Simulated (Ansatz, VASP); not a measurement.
## SrO: VASP beside Ansatz

```xyz
4
Lattice="4.0489 0.0000 0.0000 -2.0244 3.5064 0.0000 0.0000 0.0000 35.8034" Properties=species:S:1:pos:R:3 pbc="T T T"
Sr    0.0000    0.0000    6.6082
Sr    0.0000    0.0000   13.3918
O     0.0000    2.3376    6.6075
O     0.0000    2.3376   13.3925
```

Change from the starting cell: species swapped into a sheet of the InAs type.

Alike in both runs: functional PBE; k mesh 12 × 12 × 1; occupations gaussian, width 0.02 eV; no spin polarisation.

Ansatz relaxed the structure, and its values are those at the end. VASP's run is a single point on that final structure, the one shown.

```csv
,VASP,Ansatz
version,VASP 6.6.1,Ansatz 0.2.0
potentials or method,"VASP PAW PBE potentials, release 64 (Sr_sv, O)","scalar-relativistic, plane waves, PAW"
plane-wave cutoff (eV),520,420
valence electrons in the cell,32,32
```

VASP gave:

```
gap on the k mesh at the Fermi level (eV) : 1.56
least direct gap on the mesh (eV)         : 2.14
```

Question: Estimate Ansatz's values.

Answer: gap on the k mesh at the Fermi level (eV): 1.57; least direct gap on the mesh (eV): 2.15.

Ansatz warned: «slab_cell_height_set».
